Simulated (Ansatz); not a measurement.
CdF2 and the effect of spin-orbit coupling

```cif
data_structure
_symmetry_space_group_name_H-M 'Fm-3m'
_symmetry_Int_Tables_number 225
_cell_length_a 5.3880
_cell_length_b 5.3880
_cell_length_c 5.3880
_cell_angle_alpha 90.000
_cell_angle_beta 90.000
_cell_angle_gamma 90.000
_cell_volume 156.42
loop_
_atom_site_label
_atom_site_type_symbol
_atom_site_symmetry_multiplicity
_atom_site_Wyckoff_symbol
_atom_site_fract_x
_atom_site_fract_y
_atom_site_fract_z
_atom_site_occupancy
Cd1 Cd 4 a 0.00000 0.00000 0.00000 1
F1 F 8 c 0.25000 0.25000 0.75000 1
```

Kept alike: task band structure; functional PBE; k mesh 9 × 9 × 9; occupations fermi-dirac, width 0.05 eV. Program: Ansatz, Ansatz PAW, cutoff 420 eV. The mesh is that of the run's cell of 3 atoms.

| spin-orbit coupling | band gap (eV) |
| --- | --- |
| off | 3.101 |
| on | 3.097 |

Gaps are the smaller of the mesh's and the band path's.

**Question.** What does spin-orbit coupling change here?

**Answer.** The band gap runs from 3.097 (on) to 3.101 eV (off). Spin-orbit coupling splits p and d bands at the edges, and the more so the heavier the atoms.
